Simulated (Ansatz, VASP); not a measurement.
## Two plane-wave programs on Cr

```
CELL_PARAMETERS angstrom
-1.55731 1.55731 1.38427
1.55731 -1.55731 1.38427
1.55731 1.55731 -1.38427
ATOMIC_POSITIONS crystal
Cr 0.00000 0.00000 0.00000
```

Change from the starting cell: strain +0.080 along x and y, -0.040 along z, atoms carried along.

Alike in both runs: task single point; functional PBE; k mesh 24 × 24 × 24; occupations gaussian, width 0.15 eV; no spin polarisation.

|  | VASP | Ansatz |
| --- | --- | --- |
| version | VASP 6.6.1 | Ansatz 0.2.0 |
| potentials or method | VASP PAW PBE potentials, release 64 (Cr_pv) | scalar-relativistic, plane waves, PAW |
| plane-wave cutoff (eV) | 520 | 420 |
| valence electrons in the cell | 12 | 14 |

|  | VASP | Ansatz | Ansatz less VASP |
| --- | --- | --- | --- |
| gap on the k mesh at the Fermi level (eV) | none | none | - |
| pressure (GPa) | -26.5 | -26.4 | +0.10 |
| largest component of the traceless stress (GPa) | 17.34 | 17.56 | +0.220 |

A gap of «none» marks a metal or a gap that the smearing closes. The two sets of potentials don't hold the same shells in valence.

Caveats: so large a pressure means that the cell lies far from this level's equilibrium, or that cutoff or potentials fall short (VASP); the run has no spin polarisation, though such a crystal can be magnetic. Spin polarisation is off, so any magnetic state and its effect on volume and gap are missing.
